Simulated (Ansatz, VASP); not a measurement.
HfO2 in VASP and in Ansatz

```
CELL_PARAMETERS angstrom
0.00000 2.54881 2.54881
2.54881 0.00000 2.54881
2.54881 2.54881 0.00000
ATOMIC_POSITIONS crystal
Hf 0.00000 0.00000 0.00000
O 0.30885 0.30885 0.10792
O 0.75000 0.75000 0.75000
```

Alike in both runs: task single point; functional PBE; k mesh 8 × 8 × 8; occupations gaussian, width 0.05 eV; no spin polarisation.

```csv
,VASP,Ansatz
version,VASP 6.6.1,Ansatz 0.2.0
potentials or method,"VASP PAW PBE potentials, release 64 (Hf_pv, O)","scalar-relativistic, plane waves, PAW"
plane-wave cutoff (eV),520,420
valence electrons in the cell,22,38
```

VASP gave:

| Property | Result |
| --- | --- |
| gap on the k mesh at the Fermi level (eV) | 3.58 |
| least direct gap on the mesh (eV) | 3.93 |
| pressure (GPa) | 5.5 |
| largest component of the traceless stress (GPa) | 8.71 |
| rms of the force components (eV/Å) | 1.394 |

Q: Which values does Ansatz return?

A: gap on the k mesh at the Fermi level (eV): 3.59; least direct gap on the mesh (eV): 3.93; pressure (GPa): 8.9; largest component of the traceless stress (GPa): 9.40; rms of the force components (eV/Å): 1.404.

Atom by atom the forces differ by 0.011 eV/Å (rms over components). The two sets of potentials don't hold the same shells in valence.

Caveats: spin-orbit coupling is left out, which moves the levels of the heavy elements; forces of over 1 eV/Å show positions far from the minimum, so gaps and moduli don't describe the material at rest. A k mesh can miss the band edges.
